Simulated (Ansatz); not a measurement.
Input of an Ansatz 0.2.0 run:

The input input.yaml:

```yaml
crystal:
  lattice:
    - [0.0, 3.06065, 3.06065]
    - [3.06065, 0.0, 3.06065]
    - [3.06065, 3.06065, 0.0]
  atoms:
    - { symbol: Pb, position: [0.0, 0.0, 0.0] }
    - { symbol: Se, position: [0.5, 0.5, 0.5] }
kpoints:
  mp_grid: { grid: [8, 8, 8] }
scf:
  occupations: { method: gaussian, width: 0.025 }
hamiltonian:
  xc: pbe
  pseudopotentials: { kind: all_electron, lapw: { basis_error: 0.001 } }
output:
  forces: true
  stress: true
  eigenvalues: true
```

Potentials or basis: all-electron LAPW, scalar-relativistic.

Command:

```bash
$ ansatz run input.yaml --threads 1 --pin off --max-ram 3072MiB --backend cpu --events-out ev --progress --plain --runs-dir out
```

(1) Estimate the pressure.

(2) Estimate the band gap on the k mesh.

Answers

(1) 2.4 GPa.

(2) 0.28 eV, direct.

Caveat: spin-orbit coupling is left out, which as a rule narrows the gap of such compounds by several tenths of an eV.

**The experiment to reproduce.**

A printed reference work, monograph reports, for a bulk crystal of PbSe at 4.2 K: band gap 0.15 eV (direct).

Against the measured gap of PbSe, 0.15 eV (direct; 4.2 K; a printed reference work, monograph), the calculated 0.28 eV is off by +0.13 eV. 2 values of this kind are on record (0.15 to 0.28 eV); this one was drawn at random. Spin-orbit coupling on Pb, Se is left out. The value is that of PBE on a finite k mesh, which can miss the band edges, without temperature or zero-point motion.
